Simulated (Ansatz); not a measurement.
A crystal relaxed with r2SCAN in the PAW code Ansatz has space group Pm-3m (No. 221) and a = 3.995 Å.

| atom | site | x | y | z |
| --- | --- | --- | --- | --- |
| Tl | 1a | 0.0000 | 0.0000 | 0.0000 |
| Xx | 1b | 0.5000 | 0.5000 | 0.5000 |

With r2SCAN the gap is 2.33 eV and direct, at X. HSE06 gives a direct gap of 2.58 eV at X. Meshes: r2SCAN 6×6×6, HSE06 4×4×4. r2SCAN's ε∞ is 5.5 in all directions.

Q: Which element is Xx?
A. I
B. F
C. Br
D. Cl

A: C. Xx is Br: TlBr in the CsCl structure. Around Tl lie 8 Br at 3.46 Å; around Br lie 8 Tl at 3.46 Å.

(Simulation; spin polarisation is off.)

Spin-orbit coupling is left out; in compounds of Pb, Bi, Tl or Hg it can lower a gap by up to about 1 eV, split its edges or invert the bands.

The meshes of the hybrids are coarse, so their gaps aren't converged to the digits shown.
